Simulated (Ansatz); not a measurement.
## Structures of PbO2: which is lowest?

Plane-wave DFT in Ansatz with scalar-relativistic PAW potentials, cutoff 420 eV, Γ-centred meshes chosen by cell and gap, Gaussian smearing with energies taken to zero width. Every cell was relaxed (cell and atoms) in a run of its own, within the symmetry of its start. Functional: PBE.

Relaxed structures (starts from databases or built by putting these elements on another compound's sites):
A. P4_2/nmc, 6 atoms in the computed cell, a = 3.780 Å, c = 5.753 Å; sites (symmetry × multiplicity) Pb -4m2 × 2, O 2mm. × 4; start: built
B. Pbcn, 12 atoms in the computed cell, a = 5.103 Å, b = 6.067 Å, c = 5.571 Å; sites (symmetry × multiplicity) Pb .2. × 4, O 1 × 8; start: database
C. P-3m1, 3 atoms in the computed cell, a = 3.415 Å, c = 5.435 Å; sites (symmetry × multiplicity) Pb -3m. × 1, O 3m. × 2; start: built
D. P2_1/m, 6 atoms in the computed cell, a = 3.926 Å, b = 3.683 Å, c = 5.813 Å, β = 99.3°; sites (symmetry × multiplicity) Pb m × 2, O m × 2 + m × 2; start: built
E. P4_2/mnm, 6 atoms in the computed cell, a = 5.082 Å, c = 3.444 Å; sites (symmetry × multiplicity) Pb m.mm × 2, O m.2m × 4; start: database
F. I4_1/amd, 6 atoms in the computed cell, a = 4.298 Å, c = 10.919 Å; sites (symmetry × multiplicity) Pb -4m2 × 4, O 2mm. × 8; start: built
G. Fm-3m, 3 atoms in the computed cell, a = 5.408 Å; sites (symmetry × multiplicity) Pb m-3m × 4, O -43m × 8; start: database

Problem. Rank them by energy. Could pressure change the order?

Solution.
```tsv
structure	group	E − E(lowest) (meV/atom)	V (Å³/atom)	gap on mesh (eV)
E	P4_2/mnm	0.0	14.82	0.00
B	Pbcn	5.6	14.38	0.00
F	I4_1/amd	48	16.81	0.00
D	P2_1/m	48	13.82	0.00
A	P4_2/nmc	53	13.70	0.00
C	P-3m1	95	18.30	0.93
G	Fm-3m	110	13.18	0.00
```

E is lowest, 6 meV/atom under B. B is denser by 0.45 Å³/atom, so pressure favours it: ΔE/ΔV, with ΔE in eV and 1 eV/Å³ = 160.2 GPa, gives about 2.0 GPa for equal enthalpy if both cells were rigid, a rough figure since the two compress differently. Other structures may lie lower than all of these, and vibrations aren't counted.

Spin-orbit coupling is left out, which matters for the bands of heavy elements. For Tl, Pb and Bi spin-orbit coupling shifts energies too.